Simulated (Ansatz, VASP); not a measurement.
**HfN: VASP beside Ansatz**

Contents of INCAR:

```
  PREC = Accurate
  ENCUT = 520
  EDIFF = 1E-6
  ISMEAR = -1
  SIGMA = 0.03
  LREAL = False
  LASPH = True
  NELM = 80
  ALGO = Normal
  ISIF = 2
  LWAVE = False
  LCHARG = True
  GGA = PE
  LELF = True
  LVHAR = True
  NBANDS = 14
```

The input KPOINTS:

```
regular mesh
0
Gamma
  5 5 5
```

File POSCAR:

```
HfN
1.0
    2.8250300000      0.0000000000      0.0000000000
    0.0000000000      2.8250300000      0.0000000000
    0.0000000000      0.0000000000      2.8250300000
Hf N
1 1
Direct
    0.5000000000      0.5000000000      0.5000000000
    0.0000000000      0.0000000000      0.0000000000
```

File input.yaml:

```yaml
crystal:
  lattice:
    - [2.82503, 0.0, 0.0]
    - [0.0, 2.82503, 0.0]
    - [0.0, 0.0, 2.82503]
  atoms:
    - { symbol: Hf, position: [0.5, 0.5, 0.5] }
    - { symbol: "N", position: [0.0, 0.0, 0.0] }
kpoints:
  mp_grid: { grid: [5, 5, 5] }
scf:
  occupations: { method: fermi_dirac, width: 0.03 }
hamiltonian:
  xc: pbe
  pseudopotentials: { kind: all_electron, lapw: { basis_error: 0.002 } }
output:
  forces: true
  stress: true
  eigenvalues: true
```

The cell was built by a generator and needn't be a form met in nature.

Alike in both runs: task single point; functional PBE; k mesh 5 × 5 × 5; occupations fermi-dirac, width 0.03 eV; no spin polarisation.

|  | VASP | Ansatz |
| --- | --- | --- |
| version | VASP 6.6.1 | Ansatz 0.2.0 |
| potentials or method | VASP PAW PBE potentials, release 64 (Hf_pv, N) | all-electron LAPW, scalar-relativistic |
| plane-wave cutoff (eV) | 520 | see its input |

Ansatz gave:

- gap on the k mesh at the Fermi level (eV): none
- pressure (GPa): -0.4

Q: What did VASP give for the same quantities?

A: gap on the k mesh at the Fermi level (eV): none; pressure (GPa): -3.1.

A gap of «none» marks a metal or a gap that the smearing closes. Ansatz ran all-electron here, so the differences hold the error of VASP's frozen core and of both bases.

Caveats: the k mesh is coarse (spacing up to 0.44 Å⁻¹), so the values aren't converged; the k mesh is thin for a metal, which can move the energy by tens of meV per atom (Ansatz). Spin-orbit coupling is left out, which matters for the levels of Hf.
